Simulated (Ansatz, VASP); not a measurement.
# W: 3 runs at one level of theory

The starting cell:

```
W
1.0
    -1.58234    1.58234    1.58234
     1.58234   -1.58234    1.58234
     1.58234    1.58234   -1.58234
W
1
Direct
  0.00000 0.00000 0.00000
```

Alike in all runs: task relaxation of cell and atoms; functional LDA; k mesh 12 × 12 × 12; occupations fermi-dirac, width 0.05 eV; no spin polarisation; no spin-orbit coupling. LDA stands for any of its common fits.

```
                        program and potentials  plane-wave cutoff (eV)                                                 notes  equilibrium volume (Å³/atom)
                            Ansatz, Ansatz PAW                     420  potentials made for PBE, which Ansatz adapts in part                         15.40
Ansatz, all-electron LAPW, scalar-relativistic                       -                                                     -                         15.40
              VASP, LDA PAW files W_sv, 600 eV                     600                                                     -                         15.49
```

The equilibrium volume spans 15.40 (Ansatz, Ansatz PAW) to 15.49 Å³/atom (VASP, LDA PAW files W_sv, 600 eV), with all-electron results at 15.40. Relaxations stop with a little pressure left, so the last digit of a volume isn't settled.

Differences between rows come from potentials, basis sets and numerical settings, since the functional is the same but for its coding. Runs on potential files found faulty are left out.
